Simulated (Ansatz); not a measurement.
Theory: DFT PBE, scalar-relativistic, plane waves, PAW (Ansatz 0.2.0). All cells share a 420 eV cutoff and Γ-centred k meshes spaced at most about 0.3 Å⁻¹ (2π included). No spin polarisation.

Each guess is relaxed in cell and atoms at zero pressure, on a coarse mesh first where it starts far from rest and then on a converged one. The steps can't lower the symmetry of the start, but it can rise. Energies are static (0 K, no zero-point motion).

Two unrelaxed guesses for InGa3P4:

A.

Space group I-42m (No. 121). a = 5.443 Å, b = 5.443 Å, c = 10.887 Å, α = 90.00°, β = 90.00°, γ = 90.00°
```tsv
atom	site	symmetry	x	y	z
In	2b	-42m	0.5000	0.5000	0.0000
Ga	4d	-4..	0.0000	0.5000	0.2500
Ga	2a	-42m	0.0000	0.0000	0.0000
P	8i	..m	0.2500	0.7500	0.3750
```

B.

Space group P-4m2 (No. 115). a = 3.849 Å, b = 3.849 Å, c = 10.887 Å, α = 90.00°, β = 90.00°, γ = 90.00°
```csv
atom,site,symmetry,x,y,z
In,1b,-4m2,0.5000,0.5000,0.0000
Ga,2e,2mm.,0.0000,0.0000,0.7500
Ga,1c,-4m2,0.5000,0.5000,0.5000
P,2g,2mm.,0.5000,0.0000,0.8750
P,2g,2mm.,0.5000,0.0000,0.3750
```

**Question.** Do they relax into the same structure? If not, which is lower?

**Answer.** No. A ends lower, by 5 meV/atom. A: I-42m at 20.2 Å³/atom → I-42m at 22.2 Å³/atom; B: P-4m2 at 20.2 Å³/atom → P-4m2 at 22.2 Å³/atom. Counting P atoms around Ga and In (those within 1.25 times the shortest such distance or 1.15 times the sum of covalent radii, 1.27 where that leaves under three), the end of A and the end of B both have In 4, Ga 4. End of A. Conventional cell: a = 5.620 Å, c = 11.220 Å. In has 4 P at 2.55 Å; around Ga on a site of symmetry -4 lie 4 P at 2.40 Å; P has 3 Ga at 2.38–2.40 Å and 1 In at 2.55 Å; 1 more site not described. End of B. Conventional cell: a = 3.965 Å, c = 11.288 Å. In has 4 P at 2.54 Å; Ga on a site of symmetry 2mm has 4 P at 2.39–2.40 Å; P on its first site is surrounded by 2 Ga at 2.39 Å and 2 In at 2.54 Å; 2 more sites not described.

Cells without such a test can be saddle points. Shaken at random and relaxed again, the end of B came back.
